The volume change discussed here is the relaxed volume per atom with the PBEsol functional divided by that with PBE, less one. Each crystal was relaxed twice, once with each functional, and the two volumes were then compared. A value of −5 % means that PBEsol makes the crystal 5 % smaller than PBE does. The number compares two approximations with each other and so doesn't tell which of them is closer to a measured crystal.

Zincblende crystals (space group F-43m), relaxed with PBE and with PBEsol in Ansatz 0.2.0 with their symmetry kept. All runs are scalar-relativistic plane-wave PAW calculations with a 420 eV cutoff, Gaussian smearing and no spin polarisation. The k mesh column gives the mesh of the PBE run.

| formula | distinct k-meshes among the runs behind the row | element on site A | Z A | element on site B | Z B | difference of Pauling electronegativities | k mesh | smearing width | volume per atom, PBE (Å³) | volume per atom, PBEsol (Å³) | volume per atom, PBEsol over volume per atom, PBE, less one (%) |
| --- | --- | --- | --- | --- | --- | --- | --- | --- | --- | --- | --- |
| ZnS | 10x10x10 | Zn | 30 | S | 16 | 0.93 | 10×10×10 | 0.02 eV | 20.16 | 19.20 | -4.7 |
| ZnSe | 8x8x8 | Zn | 30 | Se | 34 | 0.9 | 8×8×8 | 0.02 eV | 23.54 | 22.34 | -5.1 |
| GaN | 10x10x10 | Ga | 31 | N | 7 | 1.23 | 10×10×10 | 0.02 eV | 11.76 | 11.38 | -3.3 |
| GaSb | 12x12x12 / 8x8x11 | Ga | 31 | Sb | 51 | 0.24 | 12×12×12 | 0.1 eV | 29.99 | 28.53 | -4.9 |
| CdS | 8x8x8 | Cd | 48 | S | 16 | 0.89 | 8×8×8 | 0.02 eV | 26.02 | 24.70 | -5.1 |
| CdTe | 10x10x10 / 8x8x8 | Cd | 48 | Te | 52 | 0.41 | 10×10×10 | 0.02 eV | 36.22 | 34.16 | -5.7 |
| InP | 10x10x10 / 8x8x8 | In | 49 | P | 15 | 0.41 | 10×10×10 | 0.02 eV | 26.46 | 25.39 | -4.1 |
| InAs | 12x12x12 | In | 49 | As | 33 | 0.4 | 12×12×12 | 0.1 eV | 29.62 | 28.19 | -4.8 |
| InSb | 12x12x12 | In | 49 | Sb | 51 | 0.27 | 12×12×12 | 0.1 eV | 36.51 | 34.64 | -5.1 |
| HgTe | 12x12x12 / 9x9x9 | Hg | 80 | Te | 52 | 0.1 | 12×12×12 | 0.1 eV | 36.75 | 34.51 | -6.1 |

All ten crystals shrink, but not equally: GaN loses 3.3 % of its volume and HgTe 6.1 %. The contraction grows when an element is exchanged for a heavier one of its own group, as from InP through InAs to InSb. Size can't be the whole cause, however. CdS and InP have almost the same volume and the same number of electrons, yet CdS shrinks by a full percentage point more.

The common direction comes from the way the two functionals treat an uneven electron density. Both lower the exchange energy where the density changes steeply compared with its own value, but PBE rewards such steepness more strongly. When a crystal is stretched, the density between the atoms thins out and these relative gradients grow. PBE therefore gains more from stretching and settles at a larger volume. Seen from the PBE crystal, a change to PBEsol acts like an additional inward push.

How far the crystal gives way depends on its stiffness. The usual measure is the bulk modulus, the pressure needed per fractional loss of volume. The same push moves a stiff crystal little and a soft one far. GaN, with its short, strong bonds, is by far the stiffest crystal here, and it shrinks least.

The simplest version of this picture gives every crystal the same push, counted as energy per atom. Let PBEsol add to the PBE energy a term that rises by g times the fractional increase in volume. This term presses inward with a pressure g/V, where V is the volume per atom. The crystal answers with its bulk modulus B times the fractional contraction. Setting the two equal gives a contraction of g/(BV), so that each atom loses a volume g/B.

The product BV is a stiffness per atom, and it explains why the contractions lie so close together. From GaN to CdTe the bulk modulus falls almost fivefold, from about 200 to 42 GPa in rough recalled values. The volume per atom meanwhile triples and makes up for much of that fall. The contraction therefore doesn't even double. Had PBEsol applied the same pressure to every crystal, rather than the same energy slope per atom, GaN would have shrunk by less than half of what it does.

One value of g was fitted to all ten rows, with rough recalled bulk moduli, and came out at 0.51 eV per atom. InAs, which was part of that fit, shows how the estimate works. Since 1 eV/Å³ is about 160 GPa, g equals 0.51 × 160 ≈ 82 GPa Å³. The PBEsol relaxation of InAs gives a check on the modulus. It started from a cell just under 1 % larger in volume than the relaxed one, and the pressure changed by 0.53 GPa between the two. That makes the bulk modulus about 56 GPa near the PBEsol volume, close to the recalled 58 GPa. The rounding of the starting cell's edge leaves this value uncertain by about 2 GPa. Towards the larger PBE volume the crystal should be softer, so the fitted g is an effective value that probably lies somewhat above the true slope. Each atom should then lose 82/56 ≈ 1.5 Å³ of its 29.6 Å³, or about 5 %, and the table has 4.8 %.

With the recalled moduli, stiffness also accounts for most of the difference within two pairs of crystals of nearly equal size. In CdS and CdTe more of the bonding charge sits on the non-metal than in their partners InP and InSb. A bond that relies less on charge shared between the atoms resists compression less. By the recalled moduli the cadmium compounds are indeed the softer ones, and they shrink more in both pairs. For CdTe and InSb this rests on recalled values only 4 GPa apart, 42 against 46, so the share due to stiffness is uncertain there.

This also shows why the difference of electronegativities is a poor guide to the whole table. Within each of these two pairs, the more polar crystal contracts more. Yet GaN has the largest electronegativity difference and the smallest contraction, while HgTe has the smallest difference and the largest contraction. Polarity softens a bond of given length, but in GaN the shortness of the bond outweighs it.

Stiffness alone doesn't carry the whole trend. From InP to InSb the fitted model gives only about half of the computed rise in contraction, and the same holds from CdS to CdTe. The push itself then seems to grow towards the heavier elements. Part of this may come from the moduli. The recalled values are close to measured ones, while the model needs the stiffness of the computed crystal between its two volumes, and that is expected to fall further below the measured value for the heavy compounds. The metals of the zinc group point the same way: the model overestimates the contraction of ZnS and ZnSe by about half a percentage point and underestimates that of HgTe by 0.9.

HgTe is the clearest case because CdTe stands beside it with nearly the same volume. The two have similar recalled moduli, so the model expects similar contractions, but HgTe shrinks by 0.4 points more. A plausible reason is that heavier atoms have larger filled shells just below the valence electrons. Where the two overlap, the density has steep gradients on which PBE and PBEsol disagree. The table doesn't test this idea, and a bulk modulus of 37 GPa for HgTe, instead of the recalled 43 GPa, would remove the misfit without it.

The calculation also limits what can be learned about such inner shells. Both functionals used atomic datasets made for PBE, so the deep core electrons didn't adapt to PBEsol. Their own response is therefore absent from the volume change. The datasets also draw the line between core and valence unevenly. CdS runs with 26 valence electrons against 18 for InP and ZnS, and CdTe and HgTe run with 36 against 28 for InSb; cadmium, for one, keeps its 4s and 4p shells active. The effect on the volumes is expected to be small, but these runs don't separate it from stiffness or atomic size. In addition, small leftover pressures and some unequal settings between the paired runs blur differences of one or two tenths of a percentage point. The order of ZnS, InAs and GaSb, for instance, has no meaning; the PBEsol run of GaSb even used a k mesh with less symmetry than the crystal. Spin-orbit coupling was left out as well. In GaSb, InAs, InSb and HgTe the filled and empty bands touch in these runs, because the s level that should form the bottom of the empty bands lies at or below the top of the p levels. Spin-orbit coupling would split those p levels but wouldn't open a gap: the upper, fourfold level stays half filled, and the cubic symmetry holds it together. HgTe is indeed known as a zero-gap semimetal, whereas the other three are semiconductors whose gaps these functionals miss. The effect of the coupling on the volumes wasn't tested, which is one more reason for care with the misfit of HgTe.

Over all ten rows the typical error of the model is 0.4 percentage points, against 0.8 if every crystal is given the mean contraction. Much of this gain comes from GaN, whose stiffness sets it apart. For the other nine crystals the model's error is still 0.4 points, but their own mean already does nearly as well, with 0.5. The model thus accounts for GaN standing apart and gives a rougher account of the order among the rest. Modulus and volume go together in these crystals, so a rule built on size alone would be expected to follow the rows about as closely. The fit agrees with the stiffness picture without singling it out. The printed output after this text lists the contractions, the moduli and the fit.

For devices grown as one crystal on another, the unequal contraction matters more than the contraction itself. A layer that must adopt the lattice of its substrate is strained by the mismatch between the two lattice edges. For GaSb on InAs the choice between the two functionals hardly matters: the two crystals shrink almost equally, and both functionals put the edge of GaSb about 0.4 % above that of InAs. That agreement doesn't prove the value right. For CdTe on InSb the choice does matter. The edge of CdTe lies 0.27 % below that of InSb with PBE and 0.46 % below with PBEsol. The measured edges of this pair are known to lie closer together than either value, so neither functional gets it right. The runs leave out thermal expansion and zero-point motion, but these should be similar in the two crystals and largely cancel in the mismatch.

That change looks small beside a volume change of 5 %, but it isn't small for the layer. The elastic energy stored in a thin strained film grows with the square of the mismatch. For given elastic constants, (0.46/0.27)² makes it about three times as large with PBEsol as with PBE. An estimate of how thick the film can grow before it forms dislocations would shift accordingly.

A practical rule follows for calculated mismatches. Relax both crystals with the same functional, then repeat the pair with the other one and compare the two volume changes. A third of their difference is the shift in the lattice mismatch, because a length changes by a third of the fractional change in volume. If that shift is comparable with the mismatch itself, as for CdTe on InSb, the choice of functional decides the answer, and the mismatch should be taken from measured lattice edges.

Numerical output:

```
fit of shrink on 10 rows: coefficient of xg 0.5111 +/- 0.014; rms 0.41, worst HgTe -0.914, leave-one-out rms 0.461
fit of shrink on 10 rows: coefficient of xp 2.759 +/- 0.16; rms 0.855, worst GaN -1.85, leave-one-out rms 0.918
Contraction and what it implies:
   row  contraction %  volume lost A3 per atom  recalled modulus GPa  implied pressure GPa  implied slope g eV per atom  contraction from one g %
   ZnS          4.762                     0.96                    77                 3.667                       0.4614                     5.275
  ZnSe          5.098                      1.2                    62                 3.161                       0.4644                      5.61
   GaN          3.231                     0.38                   200                 6.463                       0.4744                     3.481
  GaSb          4.868                     1.46                    56                 2.726                       0.5103                     4.876
   CdS          5.073                     1.32                    62                 3.145                       0.5108                     5.076
  CdTe          5.687                     2.06                    42                 2.389                         0.54                     5.383
   InP          4.044                     1.07                    71                 2.871                       0.4742                     4.358
  InAs          4.828                     1.43                    58                   2.8                       0.5177                     4.766
  InSb          5.122                     1.87                    46                 2.356                       0.5369                     4.875
  HgTe          6.095                     2.24                    43                 2.621                       0.6012                     5.182
InAs bulk modulus from its own relaxation steps (GPa): 55.94
rms error if all rows shrank by the mean (points of %): 0.7554
the same baseline without GaN, with its own mean (points of %): 0.546
rms error of the one-g model on the rows other than GaN (points of %): 0.4239
modulus HgTe would need to fit the one-g model (GPa): 36.55
CdS contraction less InP contraction (points of %): 1.029
CdTe contraction less InSb contraction (points of %): 0.5656
correlation of contraction with electronegativity difference: -0.6017
lattice edge of GaSb over InAs less one, PBE (%): 0.4147
lattice edge of GaSb over InAs less one, PBEsol (%): 0.4004
lattice edge of CdTe over InSb less one, PBE (%): -0.2655
lattice edge of CdTe over InSb less one, PBEsol (%): -0.464
```
